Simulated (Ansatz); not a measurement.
Runs of Ansatz 0.2.0 on ZnCu2SnS4. It takes space group I-4 (No. 82, tetragonal). The conventional cell has a = 5.434 Å, b = 5.434 Å, c = 10.850 Å, α = 90.00°, β = 90.00°, γ = 90.00°. Sn (site symmetry -4) has 4 S at 2.41 Å as nearest neighbours. Zn (site symmetry -4) has 4 S at 2.33 Å as nearest neighbours. Cu (site symmetry -4) has 4 S at 2.33 Å as nearest neighbours. Cu (site symmetry -4) has 4 S at 2.33 Å as nearest neighbours. Around S (site symmetry 1) lie 1 Zn at 2.33 Å and 2 Cu at 2.33 Å and 1 Sn at 2.41 Å. 

```csv
task,level,cutoff (eV),basis error allowed,gap on the mesh (eV),pressure (GPa),largest force (eV/Å)
band structure,PBEsol,260,0.002 eV/atom,0.23,-1.7,0.66
single point,PBEsol,284,0.001 eV/atom,0.23,-1.7,0.66
band structure,LDA,261,0.002 eV/atom,0.19,-4.1,0.68
band structure,PBE,260,0.002 eV/atom,0.29,(b),(a)
```

Alike in all rows: potentials or basis all-electron LAPW, scalar-relativistic; no spin polarisation; cell as given; k mesh 7 × 7 × 7; smearing fermi-dirac 0.05 eV.

Problem. Estimate the missing entries.

Solution. (a) 0.61; (b) 2.1.

Caveats: spin-orbit coupling is left out, which moves the levels of the heavy elements; an odd mesh through Γ misses points on the zone boundary, where band edges often lie (some runs).

A k mesh can miss the band edges, and the runs leave out spin-orbit coupling on Sn.

Not every run made on this cell is shown here.
